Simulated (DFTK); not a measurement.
**V under changes of volume**

One of the cells (13.891 Å³/atom); the others are scaled copies at fixed shape and fractional positions:

```
V
1.0
    -1.51435    1.51435    1.51435
     1.51435   -1.51435    1.51435
     1.51435    1.51435   -1.51435
V
1
Direct
  0.00000 0.00000 0.00000
```

```yaml
Program: DFTK 0.8.2
Functional: PBEsol
Potentials_or_basis: dojo.nc.sr.pbesol.v0_4_1.standard.upf (PBEsol)
Cutoff: 1143 eV
k_mesh: 7 × 7 × 7
Occupations: fermi-dirac, width 0.05 eV
Spin: collinear spin, ferromagnetic start
Starting_moments: "[2.0] μB"
```

```csv
volume (Å³/atom),energy over the lowest point (meV/atom),pressure (GPa)
13.058,0.00,-0.7
13.336,4.68,-4.7
13.613,16.17,-8.4
13.891,33.76,-11.7
14.169,?,?
14.447,84.80,-17.4
14.725,117.16,-19.7
```

Q: What does the run at 14.169 Å³/atom give?

A: Energy over the lowest point 56.82 meV/atom; pressure -14.7 GPa.

Worked out: A Birch-Murnaghan fit of order 3 (a polynomial in V^(-2/3)) to the other rows has its minimum at 13.02 Å³/atom, just outside them, with B0 = V·E''(V) = 209 GPa and B' = 4.2. It gives 56.83 meV/atom at 14.169 Å³/atom, against the run's 56.82, and -dE/dV = -14.8 GPa, against -14.7.

Energies are extrapolated to zero smearing.

Caveats: all runs use coarse meshes; the minimum lies outside the volumes run.
